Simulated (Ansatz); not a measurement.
Ru:

```
CELL_PARAMETERS angstrom
0.00000 1.91500 1.91500
1.91500 0.00000 1.91500
1.91500 1.91500 0.00000
ATOMIC_POSITIONS crystal
Ru 0.00000 0.00000 0.00000
```

This isn't the form of Ru at room conditions, which is hcp.

Program: Ansatz 0.2.0. Alike in all runs: cell as given. Hardware: 1 thread of Intel(R) Xeon(R) Platinum 8259CL CPU @ 2.50GHz (Skylake/Cascade Lake), with other jobs on the host.

**Question.** Order these runs on this cell by their wall time, lowest first.
A. task projected density of states; level PBEsol+D3(BJ)-ATM; potentials or basis Ansatz PAW; spin SOC, no magnetisation; k mesh 12 × 12 × 12; cutoff (eV) 420; smearing fermi-dirac 0.05 eV
B. task single point; level PBE+D4; potentials or basis Ansatz PAW earlier set; spin off; k mesh 12 × 12 × 12; cutoff (eV) 660; smearing tetrahedron; other keys accuracy = medium; scf.mixing.preconditioner = resta
C. task single point; level r2SCAN+rVV10+U; potentials or basis PseudoDojo standard (PBE files); spin SOC, no magnetisation; U Ru d U = 4.5 eV; k mesh 12 × 12 × 12; cutoff (eV) 1143; smearing methfessel-paxton 0.05 eV; hubbard projectors atomic; double counting fll (the default)
D. task band structure; level HSE03; potentials or basis SPMS NC; spin off; k mesh 8 × 8 × 8; cutoff (eV) 653; smearing cold 0.01 eV; points for each segment of the path 4

**Answer.** B (1.9 s), A (15 s), C (52 s), D (120 s).

Caveats: with tetrahedron occupations forces and stress needn't match the slope of the energy (some runs); the meta-GGA runs on potentials made for a GGA (some runs).
